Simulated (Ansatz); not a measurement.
Relaxed bulk MoS$_{2}$:

```xyz
3
Lattice="1.5716 0.9073 6.2833 -1.5716 0.9073 6.2833 0.0000 -1.8147 6.2833" Properties=species:S:1:pos:R:3 pbc="T T T"
Mo    0.0000    0.0000    0.0000
S     0.0000    0.0000   14.1244
S     0.0000    0.0000   11.0081
```

Miller indices refer to the conventional cell of R3m (No. 160), a = 3.143 Å, b = 3.143 Å, c = 18.850 Å, α = 90.00°, β = 90.00°, γ = 120.00°. The bulk's gap is 0.99 eV.

The (101) slab of 15 planes, 13.0 Å thick with 15 Å of vacuum as cut; outer planes S (top) and S (bottom).

Method: DFT PBEsol, scalar-relativistic, plane waves, PAW (Ansatz 0.2.0). Plane waves to 420 eV, a k mesh through Γ of 9×4×1 on the computed 15-atom cell and Gaussian smearing (0.05 eV); no spin polarisation. The cell repeats along c with a dipole correction in the vacuum.

This cut of an insulator is polar or leaves open shells, so the slab is metallic here; real surfaces compensate by reconstruction or adsorbates.

With the atoms at the bulk's places:

For the slab as cut, the surface energy (mean of both faces) is 2.41 J/m² and the gap of the slab on the mesh is none (metal or semimetal). The work function is 5.96 eV (top), 4.80 eV (bottom). The dipole of the slab along +c, per cell is -0.13 e·Å.

Question: What changes when all atoms relax within this surface cell and its symmetry?

Answer: The energy falls by 0.774 J/m² a face, and the largest move is 1.51 Å.

For the relaxed slab, the surface energy (mean of both faces) is 1.64 J/m² and the gap of the slab on the mesh is none (metal or semimetal). The work function is 5.48 eV (top), 5.38 eV (bottom) and the dipole of the slab along +c, per cell is -0.01 e·Å.

```tsv
plane (bottom to top)	atoms	spacing to next, bulk (Å)	relaxed (Å)	change (%)
1	S	0.675	1.417	+109.8
2	Mo	1.573	1.342	-14.7
3	S	0.445	0.511	+14.7
4	S	0.675	0.673	-0.3
5	Mo	1.573	1.559	-0.9
6	S	0.445	0.468	+5.1
7	S	0.675	0.665	-1.5
8	Mo	1.573	1.568	-0.3
9	S	0.445	0.451	+1.2
10	S	0.675	0.662	-1.9
11	Mo	1.573	1.629	+3.6
12	S	0.445	0.450	+1.0
13	S	0.675	0.583	-13.7
14	Mo	1.573	2.093	+33.0
15	S
```